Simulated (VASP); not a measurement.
**CuI (Marshite): relaxation of cell and atoms with LDA**

The system is CuI (Marshite).

```xyz
2
Lattice="0.0000 3.0315 3.0315 3.0315 0.0000 3.0315 3.0315 3.0315 0.0000" Properties=species:S:1:pos:R:3 pbc="T T T"
Cu    1.5157    1.5157    1.5157
I     0.0000    0.0000    0.0000
```

```
Program                : VASP 6.6.1
Task                   : relaxation of cell and atoms
Functional             : LDA
Potentials or basis    : VASP PAW LDA potentials, release 64 (Cu, I)
Cutoff                 : 600 eV
k mesh                 : 8 × 8 × 8
Occupations            : gaussian, width 0.03 eV
Spin                   : no spin polarisation
Further INCAR settings : ALGO = Normal; EDIFF = 1e-06; IBRION = 2; EDIFFG = -0.01; NSW = 90; ISIF = 3
```

The relaxed volume is 25.25 Å³/atom. The relaxed cell is a = 4.149 Å, b = 4.149 Å, c = 4.149 Å, α = 60.00°, β = 60.00°, γ = 60.00° and the space group after relaxing (to 0.05 Å) is F-43m (No. 216). The energy gained by relaxing is 39.3 meV/atom. The ionic steps are 4, the pressure after relaxing is 0.0 GPa and the band gap on the k mesh is 1.28 eV, direct.

The path:
```
step  energy change (eV)  largest force (eV/Å)  pressure (GPa)  volume (Å³)
   1              0.0000                0.0000           -4.15        55.72
   2             -0.0782                0.0000            0.27        50.10
   3             -0.0786                0.0000            0.14        50.34
   4             -0.0786                0.0000           -0.04        50.50
```

Final structure:
```
Cu I
1.0
     0.00000    2.93371    2.93371
     2.93371    0.00000    2.93371
     2.93371    2.93371    0.00000
Cu I
1 1
Direct
  0.25000 0.25000 0.25000
  0.00000 0.00000 0.00000
```

Levels at points of the mesh, in eV from the valence-band top:
```tsv
k point	band 7	band 8	band 9	band 10	band 11	band 12
(0.00, 0.00, 0.00)	0.00	0.00	0.00	1.28	4.75	4.75
(0.50, 0.00, 0.00)	-2.28	-0.89	-0.89	2.15	5.33	5.33
(0.50, 0.50, 0.00)	-2.27	-1.92	-1.92	2.42	2.78	9.76
```

Run time: 73 s on 1 thread of Intel(R) Xeon(R) Platinum 8488C (Sapphire Rapids), on a shared host, peak memory 0.18 GiB.

Caveat: spin-orbit coupling is left out, which moves the levels of the heavy elements. LDA usually gives volumes a few per cent too small.
